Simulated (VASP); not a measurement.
# BaH (P4/mmm) in VASP: reference runs

How does BaH come out in PBE? The cell is run as given.

Program: VASP 6.6.1. These are calculated values, not measurements. Logs are shortened: lines on timing, memory, paths and dates and some standing lists are left out, and cuts for length are marked.

## Step 1: The structure

It takes space group P4/mmm (No. 123, tetragonal). The conventional cell has a = 3.934 Å, b = 3.934 Å, c = 3.484 Å, α = 90.00°, β = 90.00°, γ = 90.00°. Around Ba (site symmetry 4/mmm) lie 4 H at 2.78 Å. H (site symmetry 4/mmm) is surrounded by 4 Ba at 2.78 Å.

The cell was built by a generator and needn't be a form met in nature.

## Step 2: Single point, PBE

File INCAR:

```
PREC     = Accurate       # precision mode
ENCUT    = 520            # plane-wave cutoff, eV
EDIFF    = 1E-7           # SCF threshold, eV
ISMEAR   = -1             # smearing method
SIGMA    = 0.05           # smearing width, eV
LREAL    = False          # projectors in reciprocal space
LASPH    = True           # aspherical terms in the spheres
NELM     = 60             # most SCF steps
ALGO     = Normal         # electronic algorithm
ISIF     = 2              # what is computed and relaxed
LWAVE    = False          # write WAVECAR
LCHARG   = True           # write CHGCAR
GGA      = PE             # functional
LELF     = True           # ELF
LVHAR    = True         
NBANDS   = 12             # bands
```

File KPOINTS:

```
regular mesh
0
Gamma
  7 7 8
```

File POSCAR:

```
BaH
1.0
    3.9336699600      0.0000000000      0.0000000000
    0.0000000000      3.9336699600      0.0000000000
    0.0000000000      0.0000000000      3.4838790800
Ba H
1 1
Direct
    0.5000000000      0.5000000000      0.0000000000
    0.0000000000      0.0000000000      0.0000000000
```

Potentials or basis: VASP PAW PBE potentials, release 64 (Ba_sv, H).

Started as:

```
$ cat potpaw_PBE.64/Ba_sv/POTCAR potpaw_PBE.64/H/POTCAR > POTCAR
$ mpirun -np 1 vasp_std > vasp.out
```

OUTCAR:

```text
PREC = Accurate
   ENCUT = 520
   EDIFF = 1E-7
   ISMEAR = -1
   LREAL = False
   LASPH = True
   NELM = 60
   ISIF = 2
   GGA = PE

 ion  position               nearest neighbor table
   1  0.500  0.500  0.000-   2 2.78   2 2.78   2 2.78   2 2.78
   2  0.000  0.000  0.000-   1 2.78   1 2.78   1 2.78   1 2.78

  LATTYP: Found a simple tetragonal cell.
 ALAT       =     3.9336699600
 C/A-ratio  =     0.8856561723

  Lattice vectors:

 A1 = (   3.9336699600,   0.0000000000,   0.0000000000)
 A2 = (   0.0000000000,   3.9336699600,   0.0000000000)
 A3 = (   0.0000000000,   0.0000000000,   3.4838790800)

Analysis of symmetry for initial positions (statically):
=====================================================================
 Subroutine PRICEL returns:
 Original cell was already a primitive cell.

 Routine SETGRP: Setting up the symmetry group for a
 simple tetragonal supercell.

 Subroutine GETGRP returns: Found 16 space group operations
 (whereof 16 operations were pure point group operations)
 out of a pool of 16 trial point group operations.

The static configuration has the point symmetry D_4h.

Analysis of symmetry for dynamics (positions and initial velocities):
=====================================================================
 Subroutine PRICEL returns:
 Original cell was already a primitive cell.

 Routine SETGRP: Setting up the symmetry group for a
 simple tetragonal supercell.

 Subroutine GETGRP returns: Found 16 space group operations
 (whereof 16 operations were pure point group operations)
 out of a pool of 16 trial point group operations.

The dynamic configuration has the point symmetry D_4h.

 Subroutine INISYM returns: Found 16 space group operations
 (whereof 16 operations are pure point group operations),
 and found     1 'primitive' translations

----------------------------------------------------------------------------------------

                                     Primitive cell

  volume of cell :      53.9087

  direct lattice vectors                    reciprocal lattice vectors
     3.933669960  0.000000000  0.000000000     0.254215532  0.000000000  0.000000000
     0.000000000  3.933669960  0.000000000     0.000000000  0.254215532  0.000000000
     0.000000000  0.000000000  3.483879080     0.000000000  0.000000000  0.287036369

  length of vectors
     3.933669960  3.933669960  3.483879080     0.254215532  0.254215532  0.287036369

  position of ions in fractional coordinates (direct lattice)
     0.500000000  0.500000000  0.000000000
     0.000000000  0.000000000  0.000000000

  ion indices of the primitive-cell ions
   primitive index   ion index
                 1           1
                 2           2

----------------------------------------------------------------------------------------

 KPOINTS: regular mesh

Automatic generation of k-mesh.
 Grid dimensions read from file:
 generate k-points for:    7    7    8

 Generating k-lattice:

  Cartesian coordinates                     Fractional coordinates (reciprocal lattice)
     0.036316505  0.000000000  0.000000000     0.142857143  0.000000000  0.000000000
     0.000000000  0.036316505  0.000000000     0.000000000  0.142857143  0.000000000
     0.000000000  0.000000000  0.035879546     0.000000000  0.000000000  0.125000000

  Length of vectors
     0.036316505  0.036316505  0.035879546

  Shift w.r.t. Gamma in fractional coordinates (k-lattice)
     0.000000000  0.000000000  0.000000000

 Subroutine IBZKPT returns following result:
 ===========================================

 Found     50 irreducible k-points:

 Following reciprocal coordinates:
            Coordinates               Weight
  0.000000  0.000000  0.000000      1.000000
  0.142857  0.000000  0.000000      4.000000
  0.285714  0.000000  0.000000      4.000000
  0.428571  0.000000  0.000000      4.000000
  0.142857  0.142857  0.000000      4.000000
  0.285714  0.142857  0.000000      8.000000
[... 16 lines left out ...]
  0.285714  0.000000  0.250000      8.000000
  0.428571  0.000000  0.250000      8.000000
 [... further k-points ...]
   k-points           NKPTS =     50   k-points in BZ     NKDIM =     50   number of bands    NBANDS=     12
   number of dos      NEDOS =    301   number of ions     NIONS =      2
   total plane-waves  NPLWV =  25200
   dimension x,y,z NGX =    30 NGY =   30 NGZ =   28
   dimension x,y,z NGXF=    60 NGYF=   60 NGZF=   56
   ions per type =               1   1
   NGX,Y,Z   is equivalent  to a cutoff of  12.68, 12.68, 13.36 a.u.
   NGXF,Y,Z  is equivalent  to a cutoff of  25.36, 25.36, 26.72 a.u.
 SYSTEM =  unknown system
   PREC   = accura    normal or accurate (medium, high low for compatibility)
   ISTART =      0    job   : 0-new  1-cont  2-samecut
   ICHARG =      2    charge: 1-file 2-atom 10-const
   ISPIN  =      1    spin polarized calculation?
   LNONCOLLINEAR =      F non collinear calculations
   LSORBIT =      F    spin-orbit coupling
   LASPH  =      T    aspherical Exc in radial PAW
   ENCUT  =  520.0 eV  38.22 Ry    6.18 a.u.   7.31  7.31  6.48*2*pi/ulx,y,z
   NELM   =     60;   NELMIN=  2; NELMDL= -5     # of ELM steps
   EDIFF  = 0.1E-06   stopping-criterion for ELM
   LREAL  =      F    real-space projection
   EDIFFG = 0.1E-05   stopping-criterion for IOM
   NSW    =      0    number of steps for IOM
   IBRION =     -1    ionic relax: 0-MD 1-quasi-New 2-CG
   NFREE  =      0    steps in history (QN), initial steepest desc. (CG)
   ISIF   =      2    stress and relaxation
   ISYM   =      2    0-nonsym 1-usesym 2-fastsym
   POTIM  = 0.5000    time-step for ionic-motion
   TEBEG  =    0.0;   TEEND  =   0.0 temperature during run
   PSTRESS=    0.0 pullay stress
   NELECT =      11.0000    total number of electrons
   NUPDOWN=      -1.0000    fix difference up-down
   EMIN   =  10.00;   EMAX   =-10.00  energy-range for DOS
   EFERMI =   0.00;   METHOD = LEGACY
   ISMEAR =    -1;   SIGMA  =   0.05  broadening in eV -4-tet -1-fermi 0-gaus
   EFERMI_NEDOS =   21; number of points for ismear=-14 and -15
   IALGO  =     38    algorithm
   IMIX   =      4    mixing-type and parameters
     AMIX     =   0.40;   BMIX     =  1.00
     AMIX_MAG =   1.60;   BMIX_MAG =  1.00
  volume/ion in A,a.u.               =      26.95       181.90
  Fermi-wavevector in a.u.,A,eV,Ry     =   0.963798  1.821314 12.638545  0.928907
  Thomas-Fermi vector in A             =   2.093375
   LORBIT       =      0    0 simple, 1 ext, 2 COOP (PROOUT), +10 PAW based schemes
   GGA     = PE    functional components
   LHFCALC =     F    Hartree Fock is set to
   AEXX    =    0.0000 exact exchange contribution
   IVDW    =     0    specifies the selected vdW correction
   LEPSILON=     F    determine dielectric tensor
   LRPA    =     F    only Hartree local field effects (RPA)
 non-spin polarized calculation
  energy-cutoff  :      520.00
  volume of cell :       53.91
 maximum number of plane-waves:      1476
 NGX is ok and might be reduce to    30
   NGX = 15   NGY = 15   NGZ = 13

 number of electron      11.0000001 magnetization

 Free energy of the ion-electron system (eV)
  ---------------------------------------------------
  ext. energy  EPLUGINS =         0.00000000
  ---------------------------------------------------
  free energy    TOTEN  =        -5.21603159 eV

  energy without entropy =       -5.20532473  energy(sigma->0) =       -5.21067816

 E-fermi :   2.4087     XC(G=0):  -8.1644

 val. band max:        2.4015083444   @ k =   0.1429   0.0000   0.1250
 cond. band min:       2.4584525407   @ k =   0.4286   0.1429   0.1250
 fundamental gap:      0.0569441963
 Fermi energy:         2.4087464632

 k-point     1 :       0.0000    0.0000    0.0000
  band No.  band energies     occupation
      1     -26.5993      2.00000
      2     -11.4065      2.00000
      3     -11.4065      2.00000
      4     -10.9301      2.00000
      5      -2.3805      2.00000
      6       1.6934      2.00000
      7       2.3590      1.46019
      8       7.2996      0.00000
      9       7.7646      0.00000
     10       8.3701      0.00000
     11       8.3701      0.00000
     12       9.6967      0.00000

 k-point     2 :       0.1429    0.0000    0.0000
  band No.  band energies     occupation
      1     -26.5871      2.00000
      2     -11.5794      2.00000
      3     -11.3918      2.00000
      4     -10.9188      2.00000
      5      -2.0680      2.00000
      6       1.7746      1.99999
      7       2.5878      0.05417
      8       6.4342      0.00000
      9       6.9513      0.00000
     10       7.7969      0.00000
     11       8.4112      0.00000
     12       9.7306      0.00000

 k-point     3 :       0.2857    0.0000    0.0000
  band No.  band energies     occupation
      1     -26.5594      2.00000
      2     -11.9379      2.00000
      3     -11.3585      2.00000
      4     -10.8932      2.00000
      5      -1.3129      2.00000
      6       1.9171      1.99989
      7       2.7869      0.00104
      8       5.3440      0.00000
      9       6.4786      0.00000
     10       6.9215      0.00000
     11       8.5070      0.00000
     12       9.0323      0.00000

 k-point     4 :       0.4286    0.0000    0.0000
  band No.  band energies     occupation
      1     -26.5369      2.00000
      2     -12.2011      2.00000
      3     -11.3315      2.00000
      4     -10.8725      2.00000
      5      -0.5193      2.00000
      6       1.7049      2.00000
      7       2.6457      0.01735
      8       4.7362      0.00000
      9       6.3981      0.00000
     10       6.9974      0.00000
     11       8.5873      0.00000
     12       8.9852      0.00000

 k-point     5 :       0.1429    0.1429    0.0000
  band No.  band energies     occupation
      1     -26.5750      2.00000
      2     -11.5812      2.00000
      3     -11.5393      2.00000
      4     -10.9076      2.00000
      5      -1.8135      2.00000
      6       1.8490      1.99997
      7       2.8738      0.00018
      8       5.2101      0.00000
      9       7.7309      0.00000
     10       7.7641      0.00000
     11       8.0022      0.00000
     12       9.7714      0.00000
[... 228 lines left out ...]
      1     -26.4860      2.00000
      2     -11.9399      2.00000
      3     -11.2984      2.00000
      4     -11.2984      2.00000
      5      -1.8601      2.00000
      6       2.8373      0.00038
      7       3.5866      0.00000
      8       5.7592      0.00000
      9       5.7592      0.00000
     10       7.5802      0.00000
     11       7.5855      0.00000
     12       9.8671      0.00000

 k-point    22 :       0.1429    0.0000    0.2500
  band No.  band energies     occupation
      1     -26.4742      2.00000
      2     -11.9232      2.00000
      3     -11.4612      2.00000
      4     -11.2845      2.00000
      5      -1.5698      2.00000
      6       3.0283      0.00001
      7       3.5148      0.00000
      8       5.3551      0.00000
      9       5.8029      0.00000
     10       6.8849      0.00000
     11       7.2307      0.00000
     12       9.7156      0.00000

 k-point    23 :       0.2857    0.0000    0.2500
  band No.  band energies     occupation
      1     -26.4472      2.00000
      2     -11.8879      2.00000
      3     -11.7979      2.00000
      4     -11.2529      2.00000
      5      -0.8802      2.00000
      6       2.9572      0.00003
      7       3.3496      0.00000
      8       4.9730      0.00000
      9       5.6447      0.00000
     10       6.1740      0.00000
     11       7.1218      0.00000
     12      10.2221      0.00000

 k-point    24 :       0.4286    0.0000    0.2500
  band No.  band energies     occupation
      1     -26.4254      2.00000
      2     -12.0552      2.00000
      3     -11.8505      2.00000
      4     -11.2273      2.00000
      5      -0.2043      2.00000
      6       2.5985      0.04401
      7       2.8812      0.00016
      8       4.8460      0.00000
      9       5.1478      0.00000
     10       6.2163      0.00000
     11       8.6444      0.00000
     12      10.9409      0.00000

 [... further k-points ...]
[... 5 lines left out ...]
  --------------------------------------------------------------------------------------
  -------------------------------------------------------------------------------------
  Total       -0.9220028     -0.9220028      1.9761238      0.0000000      0.0000000     -0.0000000
  in kB      -27.4021050    -27.4021050     58.7307868      0.0000000      0.0000000     -0.0000000
  external PRESSURE =       1.3088589 kB  Pullay stress =       0.0000000 kB

 VOLUME and BASIS-vectors are now :
 -----------------------------------------------------------------------------
  energy-cutoff  :      520.00
  volume of cell :       53.91
      direct lattice vectors                 reciprocal lattice vectors
     3.933669960  0.000000000  0.000000000     0.254215532  0.000000000  0.000000000
     0.000000000  3.933669960  0.000000000     0.000000000  0.254215532  0.000000000
     0.000000000  0.000000000  3.483879080     0.000000000  0.000000000  0.287036369

 POSITION                                       TOTAL-FORCE (eV/Angst)
 -----------------------------------------------------------------------------------
      1.96683      1.96683      0.00000         0.000000      0.000000      0.000000
      0.00000      0.00000      0.00000         0.000000      0.000000      0.000000
 -----------------------------------------------------------------------------------
    total drift:                                0.000000      0.000000      0.000000

  FREE ENERGIE OF THE ION-ELECTRON SYSTEM (eV)
  ---------------------------------------------------
  free  energy   TOTEN  =        -5.2160315871 eV

  energy  without entropy=       -5.2053247344  energy(sigma->0) =       -5.21067816
```

Wall time 36 s (1 thread of AMD EPYC 7R43 (Zen 3), shared host); peak memory 0.15 GiB.

What came out:

- Free energy: -5.2160 eV
- Pressure: 0.1 GPa
- Band gap on the k mesh: none (metal or under the smearing width)

Stress tensor (GPa, compression positive):
```
-2.74  0.00  0.00
 0.00 -2.74  0.00
 0.00  0.00  5.87
```

Spin-orbit coupling is left out, which matters for the levels of Ba.
